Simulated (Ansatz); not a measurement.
# InSe (R3m) in Ansatz: notebook

Runs on InSe. Level: PBE. Tasks: single point, equation of state.

Program: Ansatz 0.2.0. These are calculated values, not measurements. Logs are shortened: lines on timing, memory, paths and dates and some standing lists are left out, and cuts for length are marked.

## 1. Starting point

It takes space group R3m (No. 160, trigonal). Conventional cell: a = 4.000 Å, b = 4.000 Å, c = 25.320 Å, α = 90.00°, β = 90.00°, γ = 120.00°. In (site symmetry 3m) is surrounded by 3 Se at 2.63 Å and 1 In at 2.82 Å. In (site symmetry 3m) has 3 Se at 2.64 Å and 1 In at 2.82 Å as nearest neighbours. Around Se (site symmetry 3m) lie 3 In at 2.63 Å. Around Se (site symmetry 3m) lie 3 In at 2.64 Å.

## 2. Single point, PBE, 27.48 Å³/atom (volume scaled by 0.94)

input.yaml reads:

```yaml
crystal:
  lattice:
    - [1.9591722174, 1.1311286071, 8.2677067576]
    - [-1.9591722174, 1.1311286071, 8.2677067576]
    - [0.0, -2.2622572143, 8.2677067576]
  atoms:
    - { symbol: In, position: [0.8886, 0.8886, 0.8886] }
    - { symbol: In, position: [0.0, 0.0, 0.0] }
    - { symbol: Se, position: [0.1719, 0.1719, 0.1719] }
    - { symbol: Se, position: [0.3835, 0.3835, 0.3835] }
hamiltonian:
  xc: pbe
  pseudopotentials: { kind: nc, source: spms }
kpoints:
  mp_grid: { grid: [8, 8, 8] }
scf:
  occupations: { method: fermi_dirac, width: 0.05 }
output:
  forces: true
  stress: true
  eigenvalues: true
  write_density: true
  write_potential: true
  elf: true
  volumetric_format: npy
```

Potentials or basis: SPMS NC.

Launch:

```
$ ansatz run input.yaml --threads 2 --pin off --max-ram 5120MiB --backend cpu --events-out ev --progress --plain --runs-dir out
```

Log:

```text
Warning: RAYON_NUM_THREADS=2 ignored (pool sized by the plan → 2); use --threads N
basis.fft_grid_basis auto: the FFT boxes are laid along the combinations [[1, -1, 0], [0, 1, 0], [0, -1, 1]] of the cell's own vectors, 3.918, 8.572 and 3.918 Å long. The dense box has 40×80×40 points. Along the cell's own vectors, as sized, it would have 80×80×80, 4.00 times as many. Of the 6 symmetry operations that the crystal satisfies within crystal.symmetry.tolerance (time reversal apart; of a slab, those that keep its plane) the dense box along the cell's own vectors carries 6, and the one as laid loses 4 of those. basis.fft_grid_basis: typed keeps the cell's own vectors: state it where this run's energies or levels are differenced outside the engine with another run's, or held beside a run that keeps those vectors. Those combinations have planes normal to reciprocal vector 3, as the cell's own vectors have. Each planar average written beside output.write_density, output.write_potential has a row for each plane of the box: 40. The volumetric files lie along those combinations, not along the cell's own vectors: a cube or XSF file states them, and fields.json those of NumPy files.
Engine: ansatz 0.2.0, x86_64-unknown-linux-gnu
Pseudopotentials: kind: nc
Pseudopotential: In, nc, valence charge 13, recommended cutoff 544.22772491976 eV (normal), In.nc.azcp
Pseudopotential: Se, nc, valence charge 16, recommended cutoff 816.3415873796399 eV (normal), Se.nc.azcp
Functional definition: PBE
  parameter kappa = 0.804
  parameter beta = 0.06672455060314922
  exchange = pbe_x(kappa = kappa, mu = beta*pi^2/3)
  correlation = pbe_c(beta = beta)
Crystal: 4 atoms, lattice volume = 109.931 Å³
Basis set: ecut = 816.3415873796399 eV, 5763 PW (Γ), FFT grids on a1−a2, a2, −a2+a3, exchange–correlation on 80×160×80 points (8 copies of the dense FFT grid, shifted against one another)
Bands: 35, of which v1, the nominal top of the filled ones, is band 29 counted from 1 (28 counted from 0)
Symmetry: 6 space group operations
Space group: R3m (ITA 160), of the structure as read, at distance tolerance 4.8e-5 Å
k-points: 65 of 512 (time reversal used)
Non-local potential: In, projectors of the file, l = 0: 2, l = 1: 2, l = 2: 2
Non-local potential: Se, projectors of the file, l = 0: 2, l = 1: 2, l = 2: 2
Initial density: superposition of atomic densities (chi_scale 0.1, normalization cell, long waves kept (reshape's long-wave potential 0.76 eV rms))
Initial wavefunctions: pseudopotential atomic-orbital guess
Functional: x = pbe(κ = 0.804, μ = 0.2195149727645171), c = pbe(β = 0.06672455060314922)
SCF iter   1: F=—  HF=-9598.671138 eV  |F-HF|=—  |Δ(HF+E_count)|=         —  Δρ=5.61e-2  dr2=2.02e1  ethr=3.10e-3  ⟨swp⟩=6.3  Hψ=9085  notcnv=0
preconditioner: auto → Resta (q_TF=auto, 2.453 Å⁻¹)  ε∞=3.2  [insulator: Δε(μ)=0.235 eV  Ē_g=14.882 eV  σ=0.050 eV  W_gap=0.80  n_scr=30 (ndim 8)  ℏωp=21.8 eV  f_vac=0.020  D(μ)=0.02/eV (n_scr^D=0)  ε∞_Penn≈3.2]
SCF iter   2: F=—  HF=-9595.274757 eV  |F-HF|=—  |Δ(HF+E_count)|=    3.40e0  Δρ=2.01e-2  dr2=5.64e-1  ethr=3.10e-3  ⟨swp⟩=4.9  Hψ=6722  notcnv=0  defer=53
SCF iter   3: F=—  HF=-9595.180589 eV  |F-HF|=—  |Δ(HF+E_count)|=   9.42e-2  Δρ=1.06e-2  dr2=1.14e-1  ethr=9.72e-4  ⟨swp⟩=2.5  Hψ=3088  notcnv=0  defer=73
SCF iter   4: F=—  HF=-9595.165538 eV  |F-HF|=—  |Δ(HF+E_count)|=   1.51e-2  Δρ=1.33e-3  dr2=5.02e-3  ethr=1.97e-4  ⟨swp⟩=3.0  Hψ=4422  notcnv=0  defer=73
SCF iter   5: F=—  HF=-9595.166315 eV  |F-HF|=—  |Δ(HF+E_count)|=   7.78e-4  Δρ=4.64e-4  dr2=2.66e-4  ethr=8.66e-6  ⟨swp⟩=2.0  Hψ=2571  notcnv=0  defer=73
SCF iter   6: F=—  HF=-9595.166734 eV  |F-HF|=—  |Δ(HF+E_count)|=   4.18e-4  Δρ=1.16e-4  dr2=2.58e-5  ethr=4.58e-7  ⟨swp⟩=2.5  Hψ=3450  notcnv=0  defer=73
SCF iter   7: F=—  HF=-9595.166970 eV  |F-HF|=—  |Δ(HF+E_count)|=   2.36e-4  Δρ=2.87e-5  dr2=1.23e-6  ethr=4.45e-8  ⟨swp⟩=2.0  Hψ=3889  notcnv=0  defer=73
SCF iter   8: F=—  HF=-9595.166972 eV  |F-HF|=—  |Δ(HF+E_count)|=   1.90e-6  Δρ=1.05e-5  dr2=1.35e-7  ethr=1.72e-10  ⟨swp⟩=21.1  Hψ=22839  notcnv=0
SCF iter   9: F=-9595.166972 eV  HF=-9595.166972 eV  |F-HF|=5.81e-9  |Δ(HF+E_count)|=   2.36e-7  Δρ=2.59e-6  dr2=8.74e-9  ethr=1.72e-10  ⟨swp⟩=12.4  Hψ=17899  notcnv=0
SCF 1 converged in 9 iterations: F = -9595.166972 eV  dr2 = 8.74e-9
SCF converged after 9 iterations
Free energy (F): -9595.166972 eV
Harris-Foulkes:  -9595.166972 eV  (|F-HF|=5.81e-9)
Internal energy: -9595.166963 eV  (E = F + TS)
E sigma→0 (E₀):  -9595.166967 eV
Entropy (-TS):   -0.000009 eV (-0.002 meV/atom)
Fermi energy:    9.465256 eV
--- Per-component energies (eV) ---
  E_band       = -816.906803
  E_kinetic    = 5369.554911
  E_local      = -6576.306348  (includes V_loc(G=0)·N_el)
  E_nonlocal   = -3428.293662
  E_hartree    = 2632.577260
  E_xc         = -2116.709042
  E_vxc        = -1447.020310  (∫ρ·V_xc dr)
  E_ewald      = -5475.990082
  E_smearing   = -0.000009  (= −TS)
  E_closure    = 0.000000  (closes the sum)
  Σ components = -9595.166972   (vs F -9595.166972, Δ=0.00e0)
--- Forces (eV/Å), atoms counted from 1 ---
  atom   1  In     0.00000000    -0.00000000     0.64081687
  atom   2  In     0.00000000     0.00000000    -0.62723268
  atom   3  Se     0.00000000     0.00000000    -0.80787586
  atom   4  Se     0.00000000    -0.00000000     0.79428228
  max |Σ_I F_I| component: 9.40e-6 eV/Å
--- Stress (GPa, compression-positive) ---
        7.551877       0.000000       0.000000
        0.000000       7.551877       0.000000
        0.000000       0.000000       5.812302
  P = ⅓ Tr σ = 6.9720 GPa (69.720 kbar)
--- Band table (eV; the first three rows and the last of 65) ---
  k-point 0: bands = ["-38.5728", "-38.5728", "-38.5645", "-38.5645", "-38.5121", "-38.5121", "-38.5062", "-38.5062", "-38.4898", "-38.4846", "-5.8871", "-5.6783", "-5.6783", "-5.5837", "-5.5837", "-5.5587", "-5.5587", "-5.4235", "-5.3785", "-5.3785", "-4.7936", "-4.3120", "2.5518", "5.6781", "7.4890", "7.7732", "7.7732", "7.8750", "7.8750", "11.0067", "11.3758", "13.6268", "13.6268", "14.4503", "14.7344"]
  k-point 1: bands = ["-38.5728", "-38.5727", "-38.5645", "-38.5644", "-38.5121", "-38.5121", "-38.5062", "-38.5062", "-38.4897", "-38.4846", "-5.8971", "-5.7510", "-5.6839", "-5.6752", "-5.5704", "-5.5643", "-5.5490", "-5.4240", "-5.3798", "-5.3301", "-4.5810", "-4.1426", "2.6822", "5.3756", "6.7068", "7.3362", "7.5544", "7.6922", "7.9216", "11.4046", "12.0715", "12.9354", "13.8004", "14.0322", "14.7894"]
  k-point 2: bands = ["-38.5728", "-38.5726", "-38.5644", "-38.5643", "-38.5122", "-38.5121", "-38.5063", "-38.5062", "-38.4897", "-38.4845", "-5.9715", "-5.8347", "-5.8054", "-5.6721", "-5.5776", "-5.5388", "-5.5207", "-5.4357", "-5.3819", "-5.2675", "-4.0955", "-3.7310", "2.9253", "4.4942", "5.3919", "6.9674", "7.1231", "7.2725", "8.0497", "11.1847", "11.5248", "13.2016", "13.5438", "14.0426", "15.7026"]
  k-point 64: bands = ["-38.5728", "-38.5728", "-38.5645", "-38.5645", "-38.5121", "-38.5121", "-38.5062", "-38.5062", "-38.4898", "-38.4846", "-5.8861", "-5.6786", "-5.6786", "-5.5835", "-5.5835", "-5.5588", "-5.5588", "-5.4431", "-5.3784", "-5.3784", "-4.5952", "-4.5134", "2.9801", "4.5830", "7.6968", "7.6968", "7.9590", "7.9590", "9.1532", "9.7555", "11.3901", "13.5328", "13.5328", "14.8761", "14.8761"]
```

Run time: 19 s. Hardware: 2 threads of INTEL XEON PLATINUM 8581C at 2.30GHz (Emerald Rapids), shared host; peak memory 0.72 GiB.

What came out:

```yaml
Free_energy: -9595.1670 eV
Pressure: 7.0 GPa
Largest_force: 0.808 eV/Å
Band_gap_on_the_k_mesh: 0.60 eV, direct
```

Caveat: spin-orbit coupling is left out, which moves the levels of the heavy elements.

## 3. Single point, PBE, 28.07 Å³/atom (volume scaled by 0.96)

Changes to input.yaml since step 2:

```diff
@@ -2,5 +2,5 @@
   lattice:
-    - [1.9591722174, 1.1311286071, 8.2677067576]
-    - [-1.9591722174, 1.1311286071, 8.2677067576]
-    - [0.0, -2.2622572143, 8.2677067576]
+    - [1.9729696595, 1.139094564, 8.3259319629]
+    - [-1.9729696595, 1.139094564, 8.3259319629]
+    - [0.0, -2.278189128, 8.3259319629]
   atoms:
@@ -21,5 +21 @@
   eigenvalues: true
-  write_density: true
-  write_potential: true
-  elf: true
-  volumetric_format: npy
```

Potentials or basis: SPMS NC.

Launch:

```
$ ansatz run input.yaml --threads 2 --pin off --max-ram 5120MiB --backend cpu --events-out ev --progress --plain --runs-dir out
```

Run time: 12 s. Hardware: 2 threads of INTEL XEON PLATINUM 8581C at 2.30GHz (Emerald Rapids), shared host; peak memory 0.73 GiB.

Results (log left out):

```yaml
Free_energy: -9595.2577 eV
Pressure: 5.5 GPa
Largest_force: 0.618 eV/Å
Band_gap_on_the_k_mesh: 0.54 eV, direct
```

Caveat: spin-orbit coupling is left out, which moves the levels of the heavy elements.

## 4. Single point, PBE, 28.65 Å³/atom (volume scaled by 0.98)

Changes to input.yaml since step 3:

```diff
@@ -2,5 +2,5 @@
   lattice:
-    - [1.9729696595, 1.139094564, 8.3259319629]
-    - [-1.9729696595, 1.139094564, 8.3259319629]
-    - [0.0, -2.278189128, 8.3259319629]
+    - [1.9865767768, 1.1469506368, 8.3833539979]
+    - [-1.9865767768, 1.1469506368, 8.3833539979]
+    - [0.0, -2.2939012737, 8.3833539979]
   atoms:
```

Launch:

```
$ ansatz run input.yaml --threads 2 --pin off --max-ram 5120MiB --backend cpu --events-out ev --progress --plain --runs-dir out
```

Wall time 12 s (2 threads of INTEL XEON PLATINUM 8581C at 2.30GHz (Emerald Rapids), shared host); peak memory 0.71 GiB.

The run converged. Its results:

- Free energy: -9595.3276 eV
- Pressure: 4.1 GPa
- Largest force: 0.451 eV/Å
- Band gap on the k mesh: 0.48 eV, direct

Caveat: spin-orbit coupling is left out, which moves the levels of the heavy elements.

## 5. Single point, PBE, 29.24 Å³/atom

Changes to input.yaml since step 4:

```diff
@@ -2,5 +2,5 @@
   lattice:
-    - [1.9865767768, 1.1469506368, 8.3833539979]
-    - [-1.9865767768, 1.1469506368, 8.3833539979]
-    - [0.0, -2.2939012737, 8.3833539979]
+    - [2.0, 1.1547005384, 8.44]
+    - [-2.0, 1.1547005384, 8.44]
+    - [0.0, -2.3094010768, 8.44]
   atoms:
```

Launch:

```
$ ansatz run input.yaml --threads 2 --pin off --max-ram 5120MiB --backend cpu --events-out ev --progress --plain --runs-dir out
```

It took 12 s on 2 threads of INTEL XEON PLATINUM 8581C at 2.30GHz (Emerald Rapids), shared host; peak memory 0.73 GiB.

Results (log left out):

- Free energy: -9595.3790 eV
- Pressure: 2.9 GPa
- Largest force: 0.365 eV/Å
- Band gap on the k mesh: 0.42 eV, direct

Caveat: spin-orbit coupling is left out, which moves the levels of the heavy elements.

## 6. Single point, PBE, 29.82 Å³/atom (volume scaled by 1.02)

Changes to input.yaml since step 5:

```diff
@@ -2,5 +2,5 @@
   lattice:
-    - [2.0, 1.1547005384, 8.44]
-    - [-2.0, 1.1547005384, 8.44]
-    - [0.0, -2.3094010768, 8.44]
+    - [2.0132454191, 1.1623477847, 8.4958956687]
+    - [-2.0132454191, 1.1623477847, 8.4958956687]
+    - [0.0, -2.3246955694, 8.4958956687]
   atoms:
```

Potentials or basis: SPMS NC.

Launch:

```
$ ansatz run input.yaml --threads 2 --pin off --max-ram 5120MiB --backend cpu --events-out ev --progress --plain --runs-dir out
```

Run time: 12 s. Hardware: 2 threads of INTEL XEON PLATINUM 8581C at 2.30GHz (Emerald Rapids), shared host; peak memory 0.75 GiB.

Results (log left out):

```
Free energy            : -9595.4138 eV
Pressure               : 1.8 GPa
Largest force          : 0.284 eV/Å
Band gap on the k mesh : 0.37 eV, direct
```

Caveat: spin-orbit coupling is left out, which moves the levels of the heavy elements.

## 7. Single point, PBE, 30.41 Å³/atom (volume scaled by 1.04)

Changes to input.yaml since step 6:

```diff
@@ -2,5 +2,5 @@
   lattice:
-    - [2.0132454191, 1.1623477847, 8.4958956687]
-    - [-2.0132454191, 1.1623477847, 8.4958956687]
-    - [0.0, -2.3246955694, 8.4958956687]
+    - [2.0263188076, 1.1698957091, 8.5510653682]
+    - [-2.0263188076, 1.1698957091, 8.5510653682]
+    - [0.0, -2.3397914182, 8.5510653682]
   atoms:
@@ -21 +21,5 @@
   eigenvalues: true
+  write_density: true
+  write_potential: true
+  elf: true
+  volumetric_format: npy
```

Launch:

```
$ ansatz run input.yaml --threads 2 --pin off --max-ram 5120MiB --backend cpu --events-out ev --progress --plain --runs-dir out
```

Run time: 23 s. Hardware: 2 threads of INTEL XEON PLATINUM 8581C at 2.30GHz (Emerald Rapids), shared host; peak memory 0.77 GiB.

The run converged. Its results:

- Free energy: -9595.4336 eV
- Pressure: 0.9 GPa
- Largest force: 0.208 eV/Å
- Band gap on the k mesh: 0.33 eV, direct

Caveat: spin-orbit coupling is left out, which moves the levels of the heavy elements.

## 8. Single point, PBE, 30.99 Å³/atom (volume scaled by 1.06)

Changes to input.yaml since step 7:

```diff
@@ -2,5 +2,5 @@
   lattice:
-    - [2.0263188076, 1.1698957091, 8.5510653682]
-    - [-2.0263188076, 1.1698957091, 8.5510653682]
-    - [0.0, -2.3397914182, 8.5510653682]
+    - [2.0392256448, 1.177347475, 8.6055322212]
+    - [-2.0392256448, 1.177347475, 8.6055322212]
+    - [0.0, -2.35469495, 8.6055322212]
   atoms:
@@ -21,5 +21 @@
   eigenvalues: true
-  write_density: true
-  write_potential: true
-  elf: true
-  volumetric_format: npy
```

Launch:

```
$ ansatz run input.yaml --threads 2 --pin off --max-ram 5120MiB --backend cpu --events-out ev --progress --plain --runs-dir out
```

Wall time 16 s (2 threads of INTEL XEON PLATINUM 8581C at 2.30GHz (Emerald Rapids), shared host); peak memory 0.76 GiB.

The run converged. Its results:

```yaml
Free_energy: -9595.4399 eV
Pressure: 0.0 GPa
Largest_force: 0.159 eV/Å
Band_gap_on_the_k_mesh: 0.28 eV, direct
```

Caveat: spin-orbit coupling is left out, which moves the levels of the heavy elements.

## 9. Equation of state, PBE

Potentials or basis: SPMS NC.

This step only gathers the single runs of the series.

Results:

| Item | Value |
| --- | --- |
| Equilibrium volume | 31.00 Å³/atom (rough: see the caveat) |
| Bulk modulus at fixed shape and positions | 44 GPa (rough) |

Energy against volume, from the lowest point:
```
volume (Å³/atom)  energy (meV/atom)
          27.483              68.24
          28.068              45.57
          28.652              28.08
          29.237              15.23
          29.822               6.55
          30.406               1.60
          30.991               0.00
```

Caveat: the minimum lies outside the volumes run; the cell was scaled at fixed shape and fractional positions, which overstates the stiffness of a crystal with free parameters, most of all of layers and chains.
